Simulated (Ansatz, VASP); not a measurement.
# Sb in VASP and in Ansatz

```
CELL_PARAMETERS angstrom
2.15420 1.24373 3.75800
-2.15420 1.24373 3.75800
0.00000 -2.48746 3.75800
ATOMIC_POSITIONS crystal
Sb 0.76651 0.76651 0.76651
Sb 0.23349 0.23349 0.23349
```

Alike in both runs: task single point; functional PBEsol; k mesh 8 × 8 × 8; occupations gaussian, width 0.1 eV; no spin polarisation.

|  | VASP | Ansatz |
| --- | --- | --- |
| version | VASP 6.6.1 | Ansatz 0.2.0 |
| potentials or method | VASP PAW PBE potentials, release 64 (Sb) | Ansatz PAW |
| plane-wave cutoff (eV) | 520 | 420 |
| valence electrons in the cell | 10 | 30 |

VASP gave:

```
gap on the k mesh at the Fermi level (eV)       : none
pressure (GPa)                                  : 0.2
largest component of the traceless stress (GPa) : 0.44
rms of the force components (eV/Å)              : 0.088
```

Question: Which values does Ansatz return?

Answer: gap on the k mesh at the Fermi level (eV): none; pressure (GPa): 0.0; largest component of the traceless stress (GPa): 0.38; rms of the force components (eV/Å): 0.058.

Atom by atom the forces differ by 0.031 eV/Å (rms over components). A gap of «none» marks a metal or a gap that the smearing closes. With one functional, cell and mesh, what is left measures potentials, basis and numerics. The two sets of potentials don't hold the same shells in valence.

Caveats: the PAW data sets were made with another functional, which shifts forces and pressure a little (VASP); the PAW data sets come from PBE, with cores solved anew for the run's functional, which leaves a small shift of forces and pressure (Ansatz). The runs have no spin-orbit coupling, so splittings on Sb are missing.
